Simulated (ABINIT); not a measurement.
KBr in ABINIT: the effect of functional

The system is KBr.

```
CELL_PARAMETERS angstrom
0.00000 3.30000 3.30000
3.30000 0.00000 3.30000
3.30000 3.30000 0.00000
ATOMIC_POSITIONS crystal
Br 0.50000 0.50000 0.50000
K 0.00000 0.00000 0.00000
```

Alike in all runs:

| Quantity | Value |
| --- | --- |
| Program | ABINIT 10.8.3 (patched build) |
| Task | single point |
| Potentials or basis | SG15 NC PBE v1.2 |
| Cutoff | 381 eV |
| k mesh | 6 × 6 × 6 |
| Occupations | fixed |
| Spin | no spin polarisation |

Q: One run gave: gap on the mesh 4.22 eV. Which functional did it use?
A. PBE
B. PBEsol
C. HSE06

A: B.

```csv
functional,gap on the mesh (eV)
PBEsol,4.22
PBE,4.42
HSE06,5.49
```

Caveats: Libxc's HSE differs a little from that of other programs (some runs).

